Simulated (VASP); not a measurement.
# NbSi₂: restarted molecular dynamics, 2 variants

NbSi₂, P6_422 (no. 181), 9 atoms in the cell. PBE, molecular dynamics; PAW potentials Nb_pv, Si (PBE set).

| Restart from | Temperature at the end (K) | The same without a restart (K) | Potential energy at the end (eV/atom) | The same without a restart (eV/atom) | Electronic steps in the first step after the restart | Time (s) |
|---|---|---|---|---|---|---|
| CONTCAR with velocities, WAVECAR read | 470.0 | 470.0 | -7.47970 | -7.47970 | 4 | 278 |
| CONTCAR with velocities, no WAVECAR | 470.0 | 470.0 | -7.47970 | -7.47970 | 23 | 307 |

Limits: 120 fs of 9 atoms are too short for converged averages; the cell is only 4.2 Å across, so each atom moves in step with near copies of itself.

## Input of the first row

INCAR.step1:
```
GGA = PE ; PREC = Normal
ENCUT = 250 ; EDIFF = 1E-6
NELMIN = 4 ; NELM = 60
ALGO = Fast ; LREAL = Auto
LASPH = T ; ISMEAR = -1
SIGMA = 0.05 ; ISYM = 0
LWAVE = T ; LCHARG = F
IBRION = 0 ; NSW = 30
POTIM = 2.0 ; TEBEG = 600
ISIF = 2 ; RANDOM_SEED = 881270 0 0
MDALGO = 2 ; SMASS = 0
KPAR = 2
```

INCAR.step2, as INCAR.step1 but for:
```
- LWAVE = T
+ LWAVE = F
```

KPOINTS:
```
k-points
0
Gamma
  3 3 2
```

POSCAR.step1:
```
NbSi2
1.0
    4.7940000000      0.0000000000      0.0000000000
   -2.3970000000      4.1517257857      0.0000000000
    0.0000000000      0.0000000000      6.5890000000
Nb Si
3 6
Direct
    0.0000000000      0.5000000000      0.3333333333
    0.5000000000      0.5000000000      0.6666666667
    0.5000000000      0.0000000000      0.0000000000
    0.3340000000      0.1670000000      0.3333333333
    0.1670000000      0.8330000000      0.6666666667
    0.8330000000      0.6660000000      0.0000000000
    0.6660000000      0.8330000000      0.3333333333
    0.8330000000      0.1670000000      0.6666666667
    0.1670000000      0.3340000000      0.0000000000
```

Commands (each step's output is kept before the next begins):
```
cat potpaw_PBE.64/Nb_pv/POTCAR potpaw_PBE.64/Si/POTCAR > POTCAR
cp INCAR.step1 INCAR
cp POSCAR.step1 POSCAR
mpirun -np 2 vasp_std > vasp.out
cp CONTCAR POSCAR
cp INCAR.step2 INCAR
mpirun -np 2 vasp_std > vasp.out
```

Changes of the last row against the first:
```
(step 1)
- LWAVE = True
+ LWAVE = False
```

VASP 6.6.1 took 278 s on 2 cores (Intel Xeon Platinum 8259CL @ 2.50GHz (Skylake/Cascade Lake)), a shared host.
